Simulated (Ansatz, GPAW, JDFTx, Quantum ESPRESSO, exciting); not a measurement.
## SnTe: 5 runs at one level of theory

```
CELL_PARAMETERS angstrom
0.00000 3.15085 3.15085
3.15085 0.00000 3.15085
3.15085 3.15085 0.00000
ATOMIC_POSITIONS crystal
Te 0.50000 0.50000 0.50000
Sn 0.00000 0.00000 0.00000
```

Alike in all runs: task band structure; functional LDA; k mesh 7 × 7 × 7; occupations fermi-dirac, width 0.05 eV; no spin polarisation; no spin-orbit coupling. LDA stands for any of its common fits. Pressure is positive in compression and, in plane waves, holds the error of the finite cutoff. Gaps are the smaller of the mesh's and the band path's.

```csv
program and potentials,plane-wave cutoff (eV),notes,band gap (eV),pressure (GPa)
"Quantum ESPRESSO, PseudoDojo 0.4.1 SR LDA standard",1088,15 valence electrons an atom on average,0.11,-1.55
"JDFTx, PseudoDojo-SR-LDA-0.4.1-standard",1088,15 valence electrons an atom on average,0.11,-
"exciting, all-electron LAPW+lo, shipped species files, valence relativity iora*",-,-,0.10,-
"GPAW, the program's PAW data sets (release 1.2.1) made for this functional",600,10 valence electrons an atom on average,0.11,-1.84
"Ansatz, all-electron LAPW, scalar-relativistic",-,-,?,?
```

Problem. Estimate from the other rows what the run with Ansatz, all-electron LAPW, scalar-relativistic gave.

Solution. Band gap 0.09 eV; pressure -1.55 GPa. The other rows, which needn't bracket it: band gap 0.10 to 0.11; pressure -1.84 to -1.55.
